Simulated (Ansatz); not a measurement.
## Ionic part of the dielectric constant of KF at -1.8 GPa, mode by mode

The calculation used DFT PBEsol, scalar-relativistic, plane waves, PAW (Ansatz 0.2.0). Settings: 420 eV plane-wave cutoff, Γ-centred 8×8×8 mesh, fixed occupations. No spin polarisation. Phonons by linear response, acoustic sum rule imposed.

The structure is cubic, space group Pm-3m (No. 221). The conventional cell has a = 3.233 Å, b = 3.233 Å, c = 3.233 Å, α = 90.00°, β = 90.00°, γ = 90.00°. K (site symmetry m-3m) is surrounded by 8 F at 2.80 Å. F (site symmetry m-3m) has 8 K at 2.80 Å as nearest neighbours.

The cell is the ideal cubic caesium chloride prototype; this isn't the usual structure of the compound.

The primitive cell has V = 33.80 Å³ and ε∞,xx = 2.180. Each polar mode adds Δε = (4.92064×10⁷/V)·S/ν² along x, with S its oscillator strength in e²/amu, ν in cm⁻¹ and V in Å³.

Q: From these modes, find each Δε and ε0,xx.
```json
{"ν (cm⁻¹)": "117.2", "S_xx (e²/amu)": "0.1082"}
```

A:
| ν (cm⁻¹) | Δε |
| --- | --- |
| 117.2 | 11.45 |

The sum is 11.454, so ε0,xx = 13.63; the run's tensor has 13.64.

Q: Where do the longitudinal modes lie for a wave vector along x?

A: At 293 cm⁻¹. The Lyddane–Sachs–Teller product Π(ν_LO/ν_TO)² = 6.25 matches ε0/ε∞ = 6.25.